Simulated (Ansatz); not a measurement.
**Si: an axial (c/a) deformation path and further scans**

One table from this session's results is given with a row withheld; the runs are named, their logs left out.

Computed with Ansatz 0.2.0 (DFT r2SCAN, scalar-relativistic, plane waves, PAW, unless a step's input says otherwise).

1 further run of the same task is left out (set aside as unsound or not needed).

### Starting point

Symmetry: P6_3/mmc, No. 194, hexagonal system. The conventional cell has a = 3.832 Å, b = 3.832 Å, c = 6.342 Å, α = 90.00°, β = 90.00°, γ = 120.00°. Si (site symmetry 3m) is surrounded by 4 Si at 2.35 to 2.37 Å.

As a file:

```cif
data_structure
_symmetry_space_group_name_H-M 'P6_3/mmc'
_symmetry_Int_Tables_number 194
_cell_length_a 3.8319
_cell_length_b 3.8319
_cell_length_c 6.3418
_cell_angle_alpha 90.000
_cell_angle_beta 90.000
_cell_angle_gamma 120.000
_cell_volume 80.64
loop_
_atom_site_label
_atom_site_type_symbol
_atom_site_symmetry_multiplicity
_atom_site_Wyckoff_symbol
_atom_site_fract_x
_atom_site_fract_y
_atom_site_fract_z
_atom_site_occupancy
Si1 Si 4 f 0.33333 0.66667 0.06309 1
```

It goes back to an entry of the Materials Project, which need not be the stable form.

It is the result of an earlier relaxation at this level (volume 20.16 Å³/atom; gap on the mesh: 0.61 eV).

The first run:

Input file input.yaml:

```yaml
crystal:
  lattice:
    - [3.8319083599, 0.0, 0.0]
    - [-1.91595418, 3.3185299846, 0.0]
    - [0.0, 0.0, 6.3418199217]
  atoms:
    - { symbol: Si, position: [0.3333333333, 0.6666666667, 0.0630908784] }
    - { symbol: Si, position: [0.6666666667, 0.3333333333, 0.5630908784] }
    - { symbol: Si, position: [0.3333333333, 0.6666666667, 0.4369091216] }
    - { symbol: Si, position: [0.6666666667, 0.3333333333, 0.9369091216] }
basis:
  ecutwfc: 500
kpoints:
  mp_grid: { grid: [12, 12, 6] }
hamiltonian:
  xc: r2scan
scf:
  occupations: { method: gaussian, width: 0.05 }
output:
  forces: true
  stress: true
  eigenvalues: true
  write_density: true
  write_potential: true
  elf: true
  volumetric_format: npy
```

The run is started by

```console
> ansatz run input.yaml --threads 1 --pin off --max-ram 2560MiB --backend cpu --events-out ev --progress --plain --runs-dir out
```

Among the steps run: The undisturbed cell; Point ρ = 0.850; ρ = 1.200; ρ = 0.920; At ρ = 1.100; At ρ = 0.960; At ρ = 1.050; Point ρ = 0.800; At ρ = 1.300.

One of the session's tables, all rows but one given; the rest of the session is left out.

The scan, with free energies counted from the undisturbed cell:

```
    ρ  ΔE (meV/atom)  pressure (GPa)  gap on the mesh (eV)
0.800          590.5             8.5                  0.00
0.850          299.9             4.4                  0.00
0.920           73.8             1.1                  0.17
0.960           17.0             0.3                  0.41
1.000            0.0             0.0                  0.61
1.050           22.3             0.3                  0.79
1.100              ?               ?                     ?
1.200          274.2             3.7                  0.00
1.300          504.8             6.9                  0.00
```

**Question.** Estimate the row for ρ = 1.100.

Worked estimate for «ΔE (meV/atom)». A straight line through the neighbours (1.050, 22.3) and (1.200, 274.2) gives 22.3 + (274.2 − 22.3) × (1.100 − 1.050) / (1.200 − 1.050) = 106.3; a parabola fitted to 4 rows on both sides gives 94.6.

**Answer.** ΔE (meV/atom): 81.7; pressure (GPa): 1.1; gap on the mesh (eV): 0.63. In «ΔE (meV/atom)» the line misses by +24.6 and the parabola by +12.9.

Where the gap reads zero, the mesh chosen for the insulator is on the coarse side.
